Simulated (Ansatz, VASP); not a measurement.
## One calculation of KI, two programs

INCAR

```
SYSTEM = KI
ALGO = Normal ; EDIFF = 1E-6
ENCUT = 520 ; GGA = PE
ISIF = 2 ; ISMEAR = -1
LASPH = .TRUE. ; LCHARG = .FALSE.
LREAL = .FALSE. ; LWAVE = .FALSE.
NBANDS = 15 ; NELM = 60
PREC = Accurate ; SIGMA = 0.02
```

The input KPOINTS:

```
k-points
0
G
  6 6 6
  0 0 0
```

POSCAR

```
KI
1.0
    0.0000000000      3.4417737185      3.4417737185
    3.4417737185      0.0000000000      3.4417737185
    3.4417737185      3.4417737185      0.0000000000
K I
1 1
Direct
    0.0000000000      0.0000000000      0.0000000000
    0.5000000000      0.5000000000      0.5000000000
```

Input for Ansatz:

```yaml
crystal:
  lattice:
    - [0.0, 3.4417737185, 3.4417737185]
    - [3.4417737185, 0.0, 3.4417737185]
    - [3.4417737185, 3.4417737185, 0.0]
  atoms:
    - { symbol: K, position: [0.0, 0.0, 0.0] }
    - { symbol: I, position: [0.5, 0.5, 0.5] }
kpoints:
  mp_grid: { grid: [6, 6, 6] }
  band_path:
    path:
      - [0.0, 0.0, 0.0]
      - [0.5, 0.0, 0.5]
      - [0.625, 0.25, 0.625]
      - [0.375, 0.375, 0.75]
      - [0.5, 0.5, 0.5]
      - [0.5, 0.25, 0.75]
    npoints: 1
hamiltonian:
  xc: pbe
scf:
  occupations: { method: fermi_dirac, width: 0.02 }
  n_extra_bands: 4
output:
  forces: true
  stress: true
  eigenvalues: true
```

Change from the starting cell: hydrostatic strain -2.9%.

Alike in both runs: task single point; functional PBE; k mesh 6 × 6 × 6; occupations fermi-dirac, width 0.02 eV; no spin polarisation.

```csv
,VASP,Ansatz
version,VASP 6.6.1,Ansatz 0.2.0
potentials or method,"VASP PAW PBE potentials, release 64 (K_sv, I)","plane waves, PAW"
plane-wave cutoff (eV),520,420
valence electrons in the cell,16,26
```

Ansatz gave:

```
gap on the k mesh at the Fermi level (eV) : 4.16
pressure (GPa)                            : 1.8
```

**Question.** What did VASP give for the same quantities?

**Answer.** gap on the k mesh at the Fermi level (eV): 4.15; pressure (GPa): 1.9.

With one functional, cell and mesh, what is left measures potentials, basis and numerics. The two sets of potentials don't hold the same shells in valence.

Caveats: spin-orbit coupling is left out, which moves the levels of the heavy elements.
